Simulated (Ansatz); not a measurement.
# GaN (Fm-3m): zero-pressure volume and bulk modulus with BLYP

The task here is to estimate one member of a computed series from the others.

Method: DFT BLYP, scalar-relativistic, plane waves, PAW, in Ansatz 0.2.0.

2 further runs of the same task are left out: 1 that didn't finish, 1 set aside as unsound or not needed. Runs told in other sessions of the task aren't counted.

### The structure to begin with

Symmetry: Fm-3m, No. 225, cubic system. Conventional cell: a = 3.985 Å, b = 3.985 Å, c = 3.985 Å, α = 90.00°, β = 90.00°, γ = 90.00°. Around Ga (site symmetry m-3m) lie 6 N at 1.99 Å. Around N (site symmetry m-3m) lie 6 Ga at 1.99 Å.

Coordinates:

```cif
data_structure
_symmetry_space_group_name_H-M 'P 1'
_symmetry_Int_Tables_number 1
_cell_length_a 2.8178
_cell_length_b 2.8178
_cell_length_c 2.8178
_cell_angle_alpha 60.000
_cell_angle_beta 60.000
_cell_angle_gamma 60.000
_cell_volume 15.82
loop_
_atom_site_label
_atom_site_type_symbol
_atom_site_fract_x
_atom_site_fract_y
_atom_site_fract_z
_atom_site_occupancy
Ga1 Ga 0.50000 0.50000 0.50000 1
N1 N 0.00000 0.00000 0.00000 1
```

An earlier run on this cell at PBE gave 69.11 GPa at 7.910 Å³/atom (10×10×10 mesh), mesh gap 1.83 eV. The cell is compressed at this level.

The first run:

File input.yaml:

```yaml
crystal:
  lattice:
    - [0.0, 1.9925010849, 1.9925010849]
    - [1.9925010849, 0.0, 1.9925010849]
    - [1.9925010849, 1.9925010849, 0.0]
  atoms:
    - { symbol: Ga, position: [0.5, 0.5, 0.5] }
    - { symbol: "N", position: [0.0, 0.0, 0.0] }
basis:
  ecutwfc: 420
  ecutrho_ratio: 4
kpoints:
  mp_grid: { grid: [10, 10, 10] }
hamiltonian:
  xc: blyp
scf:
  occupations: { method: gaussian, width: 0.05 }
output:
  forces: true
  stress: true
  eigenvalues: true
```

The run is started by

```sh
ansatz run input.yaml --threads 4 --pin off --max-ram 8192MiB --backend cpu --events-out ev --progress --plain --runs-dir out
```

Among the steps run: At the given cell; Stepping to 8.860 Å³/atom; Stepping to 9.923 Å³/atom; Stepping to 10.118 Å³/atom; Volume × 0.98 of the new zero; Volume × 1.02 of the new zero; Volume × 0.96 of the new zero; Volume × 1.04 of the new zero.

One of the session's tables, all rows but one given; the rest of the session is left out.

It belongs to the step «Energy and pressure against volume». 

| volume (Å³/atom) | energy (meV/atom) | pressure (GPa) |
| --- | --- | --- |
| 9.714 | 9.90 | 8.19 |
| 9.916 | ? | ? |
| 10.118 | 0.00 | 0.08 |
| 10.321 | 1.98 | -3.17 |
| 10.523 | 7.99 | -6.24 |

Q: Estimate the row for volume (Å³/atom) = 9.916 from the others.

Worked estimate for «energy (meV/atom)». A straight line through the neighbours (9.714, 9.90) and (10.118, 0.00) gives 9.90 + (0.00 − 9.90) × (9.916 − 9.714) / (10.118 − 9.714) = 4.95; a parabola fitted to 3 rows on both sides gives 2.65.

**Answer.** energy (meV/atom): 2.36; pressure (GPa): 3.86. In «energy (meV/atom)» the line misses by +2.59 and the parabola by +0.29.
